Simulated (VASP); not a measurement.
# Al (Im-3m) in VASP: single point with PBE

Aim: the single point of Al with PBE.

All numbers are computed with VASP 6.6.1; they aren't measurements. Logs are shortened: lines on timing, memory, paths and dates and some standing lists are left out, and cuts for length are marked.

## Step 1: Starting point

Symmetry: Im-3m, No. 229, cubic system. The conventional cell has a = 3.229 Å, b = 3.229 Å, c = 3.229 Å, α = 90.00°, β = 90.00°, γ = 90.00°. Al (site symmetry m-3m) has 8 Al at 2.80 Å as nearest neighbours.

The cell was built by a generator and needn't be a form met in nature.

## Step 2: Single point, PBE

Input file INCAR:

```
SYSTEM = Al
ALGO = Normal
EDIFF = 1E-7
ENCUT = 520
GGA = PE
ISIF = 2
ISMEAR = 0
LASPH = .True.
LCHARG = .True.
LELF = .True.
LREAL = .False.
LVHAR = .True.
LWAVE = .False.
NBANDS = 8
NELM = 100
PREC = Accurate
SIGMA = 0.05
```

Input file KPOINTS:

```
k-points
0
Gamma
  8 8 8
  0 0 0
```

Input file POSCAR:

```
Al
1.0
   -1.6145962067      1.6145962067      1.6145962067
    1.6145962067     -1.6145962067      1.6145962067
    1.6145962067      1.6145962067     -1.6145962067
Al
1
Direct
    0.0000000000      0.0000000000      0.0000000000
```

Potentials or basis: VASP PAW PBE potentials, release 64 (Al).

The run is started by

```
$ cat potpaw_PBE.64/Al/POTCAR > POTCAR
$ mpirun -np 1 vasp_std > vasp.out
```

OUTCAR:

```text
SYSTEM = Al
   EDIFF = 1E-7
   ENCUT = 520
   GGA = PE
   ISIF = 2
   ISMEAR = 0
   LASPH = .True.
   LREAL = .False.
   NELM = 100
   PREC = Accurate

 ion  position               nearest neighbor table
   1  0.000  0.000  0.000-

  LATTYP: Found a body centered cubic cell.
 ALAT       =     3.2291924134

  Lattice vectors:

 A1 = (  -1.6145962067,   1.6145962067,   1.6145962067)
 A2 = (   1.6145962067,  -1.6145962067,   1.6145962067)
 A3 = (   1.6145962067,   1.6145962067,  -1.6145962067)

Analysis of symmetry for initial positions (statically):
=====================================================================
 Subroutine PRICEL returns:
 Original cell was already a primitive cell.

 Routine SETGRP: Setting up the symmetry group for a
 body centered cubic supercell.

 Subroutine GETGRP returns: Found 48 space group operations
 (whereof 48 operations were pure point group operations)
 out of a pool of 48 trial point group operations.

The static configuration has the point symmetry O_h .

Analysis of symmetry for dynamics (positions and initial velocities):
=====================================================================
 Subroutine PRICEL returns:
 Original cell was already a primitive cell.

 Routine SETGRP: Setting up the symmetry group for a
 body centered cubic supercell.

 Subroutine GETGRP returns: Found 48 space group operations
 (whereof 48 operations were pure point group operations)
 out of a pool of 48 trial point group operations.

The dynamic configuration has the point symmetry O_h .

 Subroutine INISYM returns: Found 48 space group operations
 (whereof 48 operations are pure point group operations),
 and found     1 'primitive' translations

----------------------------------------------------------------------------------------

                                     Primitive cell

  volume of cell :      16.8365

  direct lattice vectors                    reciprocal lattice vectors
    -1.614596207  1.614596207  1.614596207     0.000000000  0.309674950  0.309674950
     1.614596207 -1.614596207  1.614596207     0.309674950  0.000000000  0.309674950
     1.614596207  1.614596207 -1.614596207     0.309674950  0.309674950  0.000000000

  length of vectors
     2.796562664  2.796562664  2.796562664     0.437946515  0.437946515  0.437946515

  position of ions in fractional coordinates (direct lattice)
     0.000000000  0.000000000  0.000000000

  ion indices of the primitive-cell ions
[... 72 lines left out ...]
   ENCUT  =  520.0 eV  38.22 Ry    6.18 a.u.   5.20  5.20  5.20*2*pi/ulx,y,z
   NELM   =    100;   NELMIN=  2; NELMDL= -5     # of ELM steps
   EDIFF  = 0.1E-06   stopping-criterion for ELM
   LREAL  =      F    real-space projection
   EDIFFG = 0.1E-05   stopping-criterion for IOM
   NSW    =      0    number of steps for IOM
   IBRION =     -1    ionic relax: 0-MD 1-quasi-New 2-CG
   NFREE  =      0    steps in history (QN), initial steepest desc. (CG)
   ISIF   =      2    stress and relaxation
   ISYM   =      2    0-nonsym 1-usesym 2-fastsym
   POTIM  = 0.5000    time-step for ionic-motion
   TEBEG  =    0.0;   TEEND  =   0.0 temperature during run
   PSTRESS=    0.0 pullay stress
   NELECT =       3.0000    total number of electrons
   NUPDOWN=      -1.0000    fix difference up-down
   EMIN   =  10.00;   EMAX   =-10.00  energy-range for DOS
   EFERMI =   0.00;   METHOD = LEGACY
   ISMEAR =     0;   SIGMA  =   0.05  broadening in eV -4-tet -1-fermi 0-gaus
   EFERMI_NEDOS =   21; number of points for ismear=-14 and -15
   IALGO  =     38    algorithm
   IMIX   =      4    mixing-type and parameters
     AMIX     =   0.40;   BMIX     =  1.00
     AMIX_MAG =   1.60;   BMIX_MAG =  1.00
  volume/ion in A,a.u.               =      16.84       113.62
  Fermi-wavevector in a.u.,A,eV,Ry     =   0.921223  1.740859 11.546603  0.848651
  Thomas-Fermi vector in A             =   2.046615
   LORBIT       =      0    0 simple, 1 ext, 2 COOP (PROOUT), +10 PAW based schemes
   GGA     = PE    functional components
   LHFCALC =     F    Hartree Fock is set to
   AEXX    =    0.0000 exact exchange contribution
   IVDW    =     0    specifies the selected vdW correction
   LEPSILON=     F    determine dielectric tensor
   LRPA    =     F    only Hartree local field effects (RPA)
 non-spin polarized calculation
 Gauss-broadening in eV      SIGMA  =   0.05
  energy-cutoff  :      520.00
  volume of cell :       16.84
 maximum number of plane-waves:       466
 NGX is ok and might be reduce to    24
   NGX = 11   NGY = 11   NGZ = 11

 number of electron       3.0000000 magnetization

 Free energy of the ion-electron system (eV)
  ---------------------------------------------------
  ext. energy  EPLUGINS =         0.00000000
  ---------------------------------------------------
  free energy    TOTEN  =        -3.61249144 eV

  energy without entropy =       -3.61148149  energy(sigma->0) =       -3.61198646

 E-fermi :   7.9125     XC(G=0): -10.1275

 val. band max:        7.8457443891   @ k =   0.2500   0.2500   0.1250
 cond. band min:       7.9485146290   @ k =  -0.3750   0.3750   0.1250
 fundamental gap:      0.1027702398
 Fermi energy:         7.9125366900

 k-point     1 :       0.0000    0.0000    0.0000
  band No.  band energies     occupation
      1      -3.1990      2.00000
      2      20.9397      0.00000
      3      20.9397      0.00000
      4      20.9397      0.00000
      5      22.2034      0.00000
      6      22.2034      0.00000
      7      22.2034      0.00000
      8      23.9566      0.00000
[... 243 lines left out ...]
 k-point    24 :      -0.3750    0.3750    0.2500
  band No.  band energies     occupation
      1       2.4611      2.00000
      2       9.1307      0.00000
      3      11.5783      0.00000
      4      13.6631      0.00000
      5      16.1910      0.00000
      6      22.0811      0.00000
      7      24.1438      0.00000
      8      27.0646      0.00000

 [... further k-points ...]
[... 5 lines left out ...]
  --------------------------------------------------------------------------------------
  -------------------------------------------------------------------------------------
  Total        0.1091163      0.1091163      0.1091163      0.0000000     -0.0000000      0.0000000
  in kB       10.3836125     10.3836125     10.3836125      0.0000000     -0.0000000      0.0000000
  external PRESSURE =      10.3836125 kB  Pullay stress =       0.0000000 kB

 VOLUME and BASIS-vectors are now :
 -----------------------------------------------------------------------------
  energy-cutoff  :      520.00
  volume of cell :       16.84
      direct lattice vectors                 reciprocal lattice vectors
    -1.614596207  1.614596207  1.614596207     0.000000000  0.309674950  0.309674950
     1.614596207 -1.614596207  1.614596207     0.309674950  0.000000000  0.309674950
     1.614596207  1.614596207 -1.614596207     0.309674950  0.309674950  0.000000000

 POSITION                                       TOTAL-FORCE (eV/Angst)
 -----------------------------------------------------------------------------------
      0.00000      0.00000      0.00000         0.000000      0.000000      0.000000
 -----------------------------------------------------------------------------------
    total drift:                                0.000000      0.000000      0.000000

  FREE ENERGIE OF THE ION-ELECTRON SYSTEM (eV)
  ---------------------------------------------------
  free  energy   TOTEN  =        -3.6124914356 eV

  energy  without entropy=       -3.6114814920  energy(sigma->0) =       -3.61198646
```

OSZICAR:

```text
N       E                     dE             d eps       ncg     rms          rms(c)
DAV:   1    -0.217804957294E+01   -0.21780E+01   -0.86688E+02   464   0.211E+02
DAV:   2    -0.362927723229E+01   -0.14512E+01   -0.14392E+01   632   0.192E+01
DAV:   3    -0.363562172800E+01   -0.63445E-02   -0.63429E-02   608   0.141E+00
DAV:   4    -0.363564178258E+01   -0.20055E-04   -0.20054E-04   640   0.730E-02
DAV:   5    -0.363564191906E+01   -0.13648E-06   -0.13638E-06   616   0.433E-03    0.120E+00
DAV:   6    -0.362199161015E+01    0.13650E-01   -0.19543E-03   512   0.200E-01    0.694E-01
DAV:   7    -0.361249945412E+01    0.94922E-02   -0.57694E-03   488   0.323E-01    0.135E-01
DAV:   8    -0.361249285833E+01    0.65958E-05   -0.20467E-05   568   0.308E-02    0.522E-03
DAV:   9    -0.361249193946E+01    0.91886E-06   -0.71467E-07   608   0.364E-03    0.834E-04
DAV:  10    -0.361249145703E+01    0.48243E-06   -0.65158E-09   608   0.492E-04    0.234E-04
DAV:  11    -0.361249143559E+01    0.21438E-07   -0.15591E-10   280   0.679E-05
   1 F= -.36124914E+01 E0= -.36119865E+01  d E =-.100994E-02
```

stdout:

```text
POSCAR found type information on POSCAR Al
 POSCAR found :  1 types and       1 ions
 scaLAPACK will be used
 LDA part: xc-table for (Slater+PW92), standard interpolation
 POSCAR, INCAR and KPOINTS ok, starting setup
 FFT: planning ... GRIDC
 FFT: planning ... GRID_SOFT
 FFT: planning ... GRID
 WAVECAR not read
 entering main loop
```

Run time: 3 s. Hardware: 1 thread of AMD EPYC 9R45 (Zen 5), shared host; peak memory 0.1 GiB.

Results:

```yaml
Free_energy: -3.6125 eV
Pressure: 1.0 GPa
Band_gap_on_the_k_mesh: none (metal or under the smearing width)
```

Levels at points of the mesh, in eV from the Fermi level:
```csv
k point,band 1,band 2,band 3,band 4,band 5
"(0.00, 0.00, 0.00)",-11.11,13.03,13.03,13.03,14.29
"(0.50, 0.00, 0.00)",-4.36,-3.96,7.89,8.10,9.72
"(0.50, 0.50, 0.50)",1.71,1.71,1.71,2.90,2.90
```
